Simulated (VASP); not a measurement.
Runs of VASP 6.6.1 on SiGe. Symmetry: P6_3mc, No. 186, hexagonal system. Conventional cell: a = 3.901 Å, b = 3.901 Å, c = 6.441 Å, α = 90.00°, β = 90.00°, γ = 120.00°. Ge (site symmetry 3m) has 4 Si at 2.39 to 2.41 Å as nearest neighbours. Around Si (site symmetry 3m) lie 4 Ge at 2.39 to 2.41 Å. The cell comes from a database or a generator and needn't be the stable form of this composition.

| task | level | potentials or basis | cell | cutoff (eV) | gap on the mesh (eV) | pressure (GPa) | V0 of scaled cells (Å³/atom) | relaxed volume (Å³/atom) | B0 (GPa) |
| --- | --- | --- | --- | --- | --- | --- | --- | --- | --- |
| equation of state | PBEsol | VASP PAW PBE potentials, release 64 (Ge_d, Si) | P6_3mc, 21.22 Å³/atom | 520 | - | - | 21.22 | - | 81 |
| relaxation of cell and atoms | PBEsol | VASP PAW PBE potentials, release 64 (Ge_d, Si) | relaxed | 600 | (a) | 0.0 | - | 21.22 | - |
| relaxation of cell and atoms | LDA | VASP PAW LDA potentials, release 64 (Ge_d, Si) | relaxed | 600 | (b) | 0.0 | - | 20.77 | - |
| equation of state | LDA | VASP PAW LDA potentials, release 64 (Ge_d, Si) | P6_3mc, 20.77 Å³/atom | 520 | - | - | 20.76 | - | (c) |

Alike in all rows: no spin polarisation; k mesh 8 × 8 × 4; smearing gaussian 0.02 eV.

Question: Estimate the missing entries.

Answer: (a) 0.35; (b) 0.32; (c) 85.

Caveats: the cell was scaled at fixed shape and fractional positions, which overstates the stiffness of a crystal with free parameters, most of all of layers and chains (some runs); the PAW data sets were made with another functional, which shifts forces and pressure a little (some runs).

A k mesh can miss the band edges, and the runs leave out spin-orbit coupling on Ge.
